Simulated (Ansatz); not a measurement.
AgCl: a run of Ansatz with trial settings.

```yaml
crystal:
  lattice:
    - [0.0, 2.7726629968, 2.7726629968]
    - [2.7726629968, 0.0, 2.7726629968]
    - [2.7726629968, 2.7726629968, 0.0]
  atoms:
    - { symbol: Ag, position: [0.0, 0.0, 0.0] }
    - { symbol: Cl, position: [0.5, 0.5, 0.5] }
basis:
  ecutwfc: 220
kpoints:
  mp_grid: { grid: [2, 2, 2], shift: [0.5, 0.5, 0.5] }
hamiltonian:
  xc: wpbeh
scf:
  occupations: { method: fixed }
  eigensolver: { kind: davidson, full_accuracy: true }
  max_iter: 50
output:
  forces: true
  stress: true
  eigenvalues: true
```

Command:

```bash
ansatz run input.yaml --threads 1 --pin off --max-ram 1331MiB --backend cpu --events-out ev --progress --plain --runs-dir out
```

Output, shortened (HF is the Harris–Foulkes energy, dr2 the density residual in eV):

```text
Bands: 17, of which v1, the nominal top of the filled ones, is band 13 counted from 1 (12 counted from 0)
Symmetry: 12 space group operations
k-points: 2 of 8
PAW frozen core: Ag, regenerated for the run's functional, and the local potential with it (the file was generated under x = pbe(κ = 0.804, μ = 0.2195), c = pbe(β = 0.0667))
PAW frozen core: Cl, regenerated for the run's functional, and the local potential with it (the file was generated under x = pbe(κ = 0.804, μ = 0.2195), c = pbe(β = 0.0667))
Initial density: superposition of atomic densities, corrected by the library's trained network
SCF iter   1: HF=-8664.636220 eV  Δρ=6.44e-2  dr2=8.81e-1  reapply=3
SCF iter   2: HF=-8664.279666 eV  Δρ=1.95e-2  dr2=1.75e-1
SCF iter   3: HF=-8664.234293 eV  Δρ=9.67e-3  dr2=1.28e-2 (applied; sched 1.00e-12)
SCF iter   4: HF=-8664.232246 eV  Δρ=2.23e-3  dr2=2.15e-3 (applied; sched 1.00e-12)
   ...
SCF 1 stopped early in 5 iterations: F = -8664.231797 eV  dr2 = 3.58e-5
Initial density: handed on by an earlier stage of this run
Exchange kernel: α = 0.2500, screened, ω = 0.2079 Å⁻¹, Wigner–Seitz truncation, v(0) = 701.7704 eV·Å³, q-mesh 2×2×2, nearest image of the exchange supercell L = 7.84 Å, pair-density grid 15×15×15, without the augmentation charges …
Frozen-core exchange: fock
SCF 2 stopped early in 6 iterations: F = -8668.503751 eV  dr2 = 1.84e-6
hybrid outer 1: dexx = +7.743e-3 eV, tail = 1.99e-5 eV
Exchange kernel: α = 0.2500, screened, ω = 0.2079 Å⁻¹, Wigner–Seitz truncation, v(0) = 701.7704 eV·Å³, q-mesh 2×2×2, nearest image of the exchange supercell L = 7.84 Å, pair-density grid 15×15×15, without the augmentation charges …
Frozen-core exchange: fock
SCF iter   1: HF=-8668.503769 eV  Δρ=4.40e-5  dr2=8.12e-7 (applied; sched 1.00e-12)
SCF iter   2: HF=-8668.503769 eV  Δρ=8.92e-6  dr2=3.86e-8
SCF iter   3: F=-8668.503769 eV  HF=-8668.503769 eV  Δρ=5.34e-6  dr2=1.15e-8
SCF 3 converged in 3 iterations: F = -8668.503769 eV  dr2 = 1.15e-8
hybrid outer 2: dexx = +2.634e-7 eV, tail = 3.34e-8 eV, Δε = 3.48e-3 eV (about 1.53e-4 eV left of the loop's levels)
hybrid SCF converged: 2 outer / 9 inner (+5 warm-up), last move |dexx| = 2.63e-7 eV, tail = 3.34e-8 eV
Stability not checked: this state was not tested for a lower state beside it, because the functional holds exact exchange (a hybrid, or Hartree-Fock), whose exchange loop this test does not read (fock_operator; see scf.lower_state_search)
Free energy (F): -8668.503769 eV
Frozen-core exchange: fock
E sigma→0 (E₀):  -8668.503769 eV
Fermi energy:    6.112747 eV
--- Forces (eV/Å), atoms counted from 1 ---
  atom   1  Ag    -0.00000000    -0.00000000    -0.00000000
  atom   2  Cl     0.00000000     0.00000000    -0.00000000
--- Stress (GPa, compression-positive) ---
        2.287729      -2.430064      -2.430064
       -2.430064       2.287729      -2.430064
       -2.430064      -2.430064       2.287729
  P = ⅓ Tr σ = 2.2877 GPa (22.877 kbar)
```

Settings here are deliberately varied, not converged.